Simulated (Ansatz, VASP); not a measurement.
K: VASP beside Ansatz

```
K
1.0
    -2.61800    2.61800    2.67036
     2.61800   -2.61800    2.67036
     2.61800    2.61800   -2.67036
K
1
Direct
  0.00000 0.00000 0.00000
```

Change from the starting cell: zz strain of +2 %.

Alike in both runs: task single point; functional PBEsol; k mesh 10 × 10 × 10; occupations fermi-dirac, width 0.08 eV; no spin polarisation.

```csv
,VASP,Ansatz
version,VASP 6.6.1,Ansatz 0.2.0
potentials or method,"VASP PAW PBE potentials, release 64 (K_sv), cutoff 520 eV","all-electron LAPW, scalar-relativistic"
```

```tsv
	VASP	Ansatz	Ansatz less VASP
pressure (GPa)	-0.1	-0.1	+0.01
```

Ansatz ran all-electron here, so the differences hold the error of VASP's frozen core and of both bases.

Caveats: the PAW data sets were made with another functional, which shifts forces and pressure a little (VASP).
